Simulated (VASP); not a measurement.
A run of VASP 6.6.1 is set up as follows.

INCAR

```
PREC = Accurate
ENCUT = 600
EDIFF = 1E-6
ISMEAR = -1
SIGMA = 0.05
LREAL = F
LASPH = T
NELM = 100
ALGO = Normal
ISIF = 3
LWAVE = F
LCHARG = F
ISPIN = 2
MAGMOM = 1 1
LORBIT = 11
LMAXMIX = 4
IBRION = 2
NSW = 60
EDIFFG = -0.005
```

KPOINTS

```
Automatic mesh
0
Gamma
  8 8 8
```

Contents of POSCAR:

```
TiNi
1.0
    2.7358030000      0.0000000000      0.0000000000
    0.0000000000      2.7358030000      0.0000000000
    0.0000000000      0.0000000000      3.5814100000
Ni Ti
1 1
Direct
    0.0000000000      0.0000000000      0.0000000000
    0.5000000000      0.5000000000      0.5000000000
```

Potentials or basis: VASP PAW LDA potentials, release 64 (Ni, Ti_sv).

The run is started by

```console
$ cat potpaw_LDA.64/Ni/POTCAR potpaw_LDA.64/Ti_sv/POTCAR > POTCAR
$ mpirun -np 1 vasp_std > vasp.out
```

(1) Predict the relaxed cell.

(2) Estimate the space group after relaxing (to 0.05 Å).

Results:

(1) a = 2.724 Å, b = 2.724 Å, c = 3.376 Å, α = 90.00°, β = 90.00°, γ = 90.00°.

(2) P4/mmm (No. 123).
